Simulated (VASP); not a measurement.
Input of a VASP 6.6.1 run:

INCAR

```
ALGO     = Fast           # electronic algorithm
EDIFF    = 1E-8           # SCF threshold, eV
ENCUT    = 520            # plane-wave cutoff, eV
GGA      = PE             # functional
ISIF     = 2              # what is computed and relaxed
ISMEAR   = -1             # smearing method
LASPH    = T              # aspherical terms in the spheres
LCHARG   = F              # write CHGCAR
LEFG     = T            
LREAL    = Auto         
LWAVE    = F              # write WAVECAR
NBANDS   = 120            # bands
NELECT   = 186.0        
NELM     = 100            # most SCF steps
PREC     = Accurate       # precision mode
SIGMA    = 0.01           # smearing width, eV
```

Contents of KPOINTS:

```
k-points
0
Gamma
  3 3 3
```

Contents of POSCAR:

```
Al16HO23
1.0
   -4.7605000000     -2.7484759565      4.3318666667
    4.7605000000     -2.7484759565      4.3318666667
    0.0000000000      5.4969519129      4.3318666667
Al H O
16 1 23
Direct
    0.3521600000      0.3521600000      0.3521600000
    0.8521600000      0.8521600000      0.3521600000
    0.8521600000      0.3521600000      0.8521600000
    0.3521600000      0.8521600000      0.8521600000
    0.1478400000      0.1478400000      0.1478400000
    0.6478400000      0.6478400000      0.1478400000
    0.6478400000      0.1478400000      0.6478400000
    0.1478400000      0.6478400000      0.6478400000
    0.6478400000      0.6478400000      0.6478400000
    0.1478400000      0.1478400000      0.6478400000
    0.1478400000      0.6478400000      0.1478400000
    0.6478400000      0.1478400000      0.1478400000
    0.8521600000      0.8521600000      0.8521600000
    0.3521600000      0.3521600000      0.8521600000
    0.3521600000      0.8521600000      0.3521600000
    0.8521600000      0.3521600000      0.3521600000
    0.5966600000      0.4033400000      0.7500000000
    0.0966600000      0.9033400000      0.7500000000
    0.0966600000      0.4033400000      0.2500000000
    0.5966600000      0.9033400000      0.2500000000
    0.7500000000      0.5966600000      0.4033400000
    0.2500000000      0.0966600000      0.4033400000
    0.2500000000      0.5966600000      0.9033400000
    0.7500000000      0.0966600000      0.9033400000
    0.4033400000      0.7500000000      0.5966600000
    0.9033400000      0.2500000000      0.5966600000
    0.9033400000      0.7500000000      0.0966600000
    0.4033400000      0.2500000000      0.0966600000
    0.4033400000      0.5966600000      0.2500000000
    0.9033400000      0.0966600000      0.2500000000
    0.9033400000      0.5966600000      0.7500000000
    0.4033400000      0.0966600000      0.7500000000
    0.2500000000      0.4033400000      0.5966600000
    0.7500000000      0.9033400000      0.5966600000
    0.7500000000      0.4033400000      0.0966600000
    0.2500000000      0.9033400000      0.0966600000
    0.5966600000      0.2500000000      0.4033400000
    0.0966600000      0.7500000000      0.4033400000
    0.0966600000      0.2500000000      0.9033400000
    0.5966600000      0.7500000000      0.9033400000
```

Potentials or basis: VASP PAW PBE potentials, release 64 (Al, H, O).

The run is started by

```console
$ cat potpaw_PBE.64/Al/POTCAR potpaw_PBE.64/H/POTCAR potpaw_PBE.64/O/POTCAR > POTCAR
$ mpirun -np 1 vasp_std > vasp.out
```

What does it give for the band gap on the k mesh?

5.35 eV, indirect (least direct gap 5.45 eV).

What does it give for the largest force?

2.541 eV/Å.

Electric field gradients, principal values (V/Å²):
```tsv
atom	Vxx	Vyy	Vzz
1 Al	-1.839	-4.520	6.358
2 Al	-2.644	-3.995	6.639
3 Al	-6.801	-11.179	17.980
4 Al	-1.349	-5.130	6.479
5 Al	-2.644	-3.995	6.639
6 Al	-1.839	-4.520	6.358
7 Al	-6.801	-11.179	17.980
8 Al	-1.349	-5.130	6.479
9 Al	-10.015	-17.196	27.211
10 Al	-1.610	-5.806	7.416
11 Al	-2.402	-3.876	6.278
12 Al	-2.015	-5.126	7.141
13 Al	-1.610	-5.806	7.416
14 Al	-10.015	-17.196	27.211
15 Al	-2.402	-3.876	6.278
16 Al	-2.015	-5.126	7.141
17 H	0.777	4.344	-5.120
18 O	9.861	31.637	-41.497
19 O	9.267	27.230	-36.497
20 O	9.267	27.230	-36.497
21 O	14.006	30.257	-44.263
22 O	9.922	27.997	-37.919
23 O	1.719	30.719	-32.438
24 O	11.868	35.639	-47.506
25 O	1.719	30.719	-32.438
26 O	11.868	35.639	-47.506
27 O	9.922	27.997	-37.919
28 O	14.006	30.257	-44.263
29 O	8.870	27.257	-36.127
30 O	9.687	26.119	-35.807
31 O	-1.941	-49.237	51.178
32 O	-1.941	-49.237	51.178
33 O	2.803	20.825	-23.628
34 O	9.708	29.258	-38.965
35 O	7.519	34.716	-42.235
36 O	9.422	28.949	-38.372
37 O	7.519	34.716	-42.235
38 O	9.422	28.949	-38.372
39 O	9.708	29.258	-38.965
40 O	2.803	20.825	-23.628
```

Caveat: the cell carries a net charge on a neutralising background, which shifts energy and pressure; the cell is charged against a uniform background, so pressure and absolute levels hang on convention.
